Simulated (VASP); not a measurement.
# CdSe in VASP: relaxing the cell with several functionals, part 2 of 2

VASP 6.6.1, plane waves, PAW.

### 4 Relaxation with LDA

Contents of INCAR:

```
ENCUT = 600.000000
SIGMA = 0.020000
EDIFF = 1.00e-07
EDIFFG = -5.00e-03
GGA = CA
PREC = Accurate
IBRION = 2
ISIF = 3
ISMEAR = -1
NBANDS = 16
NELM = 120
NSW = 40
LASPH = .TRUE.
LCHARG = .FALSE.
LWAVE = .FALSE.
LREAL = .FALSE.
```

Contents of KPOINTS:

```
KPOINTS created by Atomic Simulation Environment
0
Gamma
6 6 6
0 0 0
```

Contents of POSCAR:

```
Cd Se
 1.0000000000000000
    -0.0000000000000000    3.0982259976546396    3.0982259976546396
     3.0982259976546396   -0.0000000000000000    3.0982259976546396
     3.0982259976546396    3.0982259976546396    0.0000000000000000
 Cd  Se
   1   1
Cartesian
  0.0000000000000000  0.0000000000000000 -0.0000000000000000
  1.5491129988273198  1.5491129988273198  1.5491129988273198
```

Potentials: the recommended LDA PAW datasets, 18 valence electrons in the neutral cell.

Run with:

```console
$ mpirun -np 1 vasp_std
```

The first run moved the cell so far that it was started again from its end, on a fresh basis. The second run's POSCAR:

```
Cd Se
 1.0000000000000000
     0.0000000000000000    3.0116614984364705    3.0116614984364705
     3.0116614984364705    0.0000000000000000    3.0116614984364705
     3.0116614984364705    3.0116614984364705    0.0000000000000000
 Cd  Se
   1   1
Cartesian
  0.0000000000000000  0.0000000000000000  0.0000000000000000
  1.5058307492182352  1.5058307492182352  1.5058307492182352
```

The files below are the second run's.

Printed to the terminal (iteration lines stand in OSZICAR):

```text
POSCAR found type information on POSCAR CdSe
 POSCAR found :  2 types and       2 ions
 LDA part: xc-table for (Slater(with rela. corr.)+CA(PZ))
 , standard interpolation
 POSCAR, INCAR and KPOINTS ok, starting setup
 FFT: planning ... GRIDC
 FFT: planning ... GRID_SOFT
 FFT: planning ... GRID
 WAVECAR not read
 WARNING: random wavefunctions but no delay for mixing, default for NELMDL
 entering main loop
 curvature:   0.00 expect dE= 0.000E+00 dE for cont linesearch  0.000E+00
 search vector abs. value=  0.624E-08
 reached required accuracy - stopping structural energy minimisation
```

OSZICAR:

```text
N       E                     dE             d eps       ncg     rms          rms(c)
DAV:   1     0.113975419089E+03    0.11398E+03   -0.96225E+03   520   0.114E+03
DAV:   2    -0.276883667821E+01   -0.11674E+03   -0.10947E+03   624   0.259E+02
DAV:   3    -0.711096287277E+01   -0.43421E+01   -0.43349E+01   608   0.520E+01
DAV:   4    -0.713027736678E+01   -0.19314E-01   -0.19314E-01   648   0.348E+00
DAV:   5    -0.713039278114E+01   -0.11541E-03   -0.11541E-03   616   0.229E-01    0.663E+00
DAV:   6    -0.678796713740E+01    0.34243E+00   -0.51187E-01   744   0.930E+00    0.516E+00
DAV:   7    -0.676003621476E+01    0.27931E-01   -0.12163E-01   616   0.246E+00    0.216E+00
DAV:   8    -0.675705751110E+01    0.29787E-02   -0.13203E-02   552   0.144E+00    0.215E-01
DAV:   9    -0.675676542592E+01    0.29209E-03   -0.13726E-03   624   0.517E-01    0.427E-02
DAV:  10    -0.675675150624E+01    0.13920E-04   -0.11605E-04   640   0.148E-01    0.333E-02
DAV:  11    -0.675675620675E+01   -0.47005E-05   -0.16571E-05   608   0.354E-02    0.113E-02
DAV:  12    -0.675675585785E+01    0.34890E-06   -0.12048E-06   616   0.160E-02    0.484E-03
DAV:  13    -0.675675590630E+01   -0.48455E-07   -0.23085E-07   608   0.304E-03
   1 F= -.67567559E+01 E0= -.67567558E+01  d E =-.675676E+01
```

OUTCAR, selected sections:

```text
k-points           NKPTS =     16   k-points in BZ     NKDIM =     16   number of bands    NBANDS=     16

   NELECT =      18.0000    total number of electrons

   dimension x,y,z NGX =    36 NGY =   36 NGZ =   36
   dimension x,y,z NGXF=    72 NGYF=   72 NGZF=   72

  energy-cutoff  :      600.00
  volume of cell :       54.63
      direct lattice vectors                 reciprocal lattice vectors
     0.000000000  3.011661498  3.011661498    -0.166021314  0.166021314  0.166021314
     3.011661498  0.000000000  3.011661498     0.166021314 -0.166021314  0.166021314
     3.011661498  3.011661498  0.000000000     0.166021314  0.166021314 -0.166021314

 k-points in reciprocal lattice and weights: KPOINTS created by Atomic Simulation Env
   0.00000000  0.00000000  0.00000000       0.005
   0.16666667  0.00000000  0.00000000       0.037
   0.33333333  0.00000000  0.00000000       0.037
   0.50000000  0.00000000  0.00000000       0.019
   0.16666667  0.16666667  0.00000000       0.028
   0.33333333  0.16666667  0.00000000       0.111
   0.50000000  0.16666667  0.00000000       0.111
  -0.33333333  0.16666667  0.00000000       0.111
[... 8 more k-points ...]

 E-fermi :   1.2807

 k-point     1 :       0.0000    0.0000    0.0000
  band No.  band energies     occupation
      1     -11.7557      2.00000
      2      -7.0037      2.00000
      3      -7.0037      2.00000
      4      -7.0037      2.00000
      5      -6.5921      2.00000
      6      -6.5921      2.00000
      7       1.0598      1.99997
      8       1.0598      1.99997
      9       1.0598      1.99997
     10       1.4795      0.00010
     11       6.8518      0.00000
     12       6.8518      0.00000
     13       6.8518      0.00000
     14      10.6725      0.00000
     15      12.2163      0.00000
     16      12.2163      0.00000

 k-point     2 :       0.1667    0.0000    0.0000
  band No.  band energies     occupation
      1     -11.6556      2.00000
      2      -6.9721      2.00000
      3      -6.9721      2.00000
      4      -6.9149      2.00000
      5      -6.5933      2.00000
      6      -6.5933      2.00000
      7      -0.7626      2.00000
      8       0.8321      2.00000
      9       0.8321      2.00000
     10       2.8536      0.00000
     11       6.6190      0.00000
     12       7.1914      0.00000
     13       7.1914      0.00000
     14      11.1400      0.00000
     15      11.1400      0.00000
     16      11.3943      0.00000

 k-point     3 :       0.3333    0.0000    0.0000
  band No.  band energies     occupation
      1     -11.4516      2.00000
      2      -6.9198      2.00000
      3      -6.9198      2.00000
      4      -6.5947      2.00000
      5      -6.5816      2.00000
      6      -6.5816      2.00000
      7      -2.6624      2.00000
      8       0.4330      2.00000
      9       0.4330      2.00000
     10       3.3130      0.00000
     11       7.4448      0.00000
     12       7.4448      0.00000
     13       7.5151      0.00000
     14      10.7019      0.00000
     15      11.5868      0.00000
     16      11.5868      0.00000

 k-point     4 :       0.5000    0.0000    0.0000
  band No.  band energies     occupation
      1     -11.3485      2.00000
      2      -6.9011      2.00000
      3      -6.9011      2.00000
      4      -6.5663      2.00000
      5      -6.5663      2.00000
      6      -6.2769      2.00000
      7      -3.5978      2.00000
      8       0.2530      2.00000
      9       0.2530      2.00000
     10       3.2869      0.00000
     11       7.3790      0.00000
     12       7.3790      0.00000
     13       8.3335      0.00000
     14      10.9327      0.00000
     15      13.2189      0.00000
     16      13.2189      0.00000

[... the tables of k-points 5 to 16 left out ...]

  Total       -0.0002912     -0.0002912     -0.0002912     -0.0000000     -0.0000000     -0.0000000
  in kB       -0.0085413     -0.0085413     -0.0085413     -0.0000000     -0.0000000     -0.0000000
  external PRESSURE =      -0.0085413 kB  Pullay stress =       0.0000000 kB

 POSITION                                       TOTAL-FORCE (eV/Angst)
 -----------------------------------------------------------------------------------
      0.00000      0.00000      0.00000         0.000000      0.000000      0.000000
      1.50583      1.50583      1.50583        -0.000000     -0.000000     -0.000000
 -----------------------------------------------------------------------------------
    total drift:                                0.000000      0.000000      0.000000

  FREE ENERGIE OF THE ION-ELECTRON SYSTEM (eV)
  ---------------------------------------------------
  free  energy   TOTEN  =        -6.7567559063 eV

  energy  without entropy=       -6.7567557017  energy(sigma->0) =       -6.75675580
```

CONTCAR

```
Cd Se
   1.00000000000000
     0.0000000000000000    3.0116614984364705    3.0116614984364705
     3.0116614984364705    0.0000000000000000    3.0116614984364705
     3.0116614984364705    3.0116614984364705    0.0000000000000000
  Cd              Se
     1     1
Direct
     0.0000000000000000    0.0000000000000000    0.0000000000000000
     0.2500000000000000    0.2500000000000000    0.2500000000000000

  0.00000000E+00  0.00000000E+00  0.00000000E+00
  0.00000000E+00  0.00000000E+00  0.00000000E+00
```

Hardware: 1 MPI rank of Intel Xeon Platinum 8488C, shared host.

|  | before | after | change |
| --- | --- | --- | --- |
| a (Å) | 6.196 | 6.023 | -2.79 % |
| volume (Å³/atom) | 29.740 | 27.316 | -8.15 % |
| shortest distance (Å) | 2.683 | 2.608 | -2.79 % |
| space group | F-43m | F-43m | same |

### 5 Results

The summary covers parts 1 to 2.

```
 level  a (Å)  volume (Å³/atom)  space group  Ansatz: volume (Å³/atom)
   PBE  6.205            29.869        F-43m                    29.740
PBEsol  6.093            28.279        F-43m                    28.126
   LDA  6.023            27.316        F-43m                    27.121
```

What this shows: The PBE run changed the volume by +15.3 % from its own start of 25.91 Å³/atom. LDA gives the smallest cell and PBE the largest, 9.3 % apart in volume. LDA's volume lies 8.5 % below PBE's. The two programs differ by at most 0.71 % in volume, much less than the spread of the functionals. The two codes have different PAW datasets and cutoffs. VASP's cell holds 18 valence electrons and Ansatz's 36. LDA means the Perdew–Zunger form in VASP and the Perdew–Wang form in Ansatz.
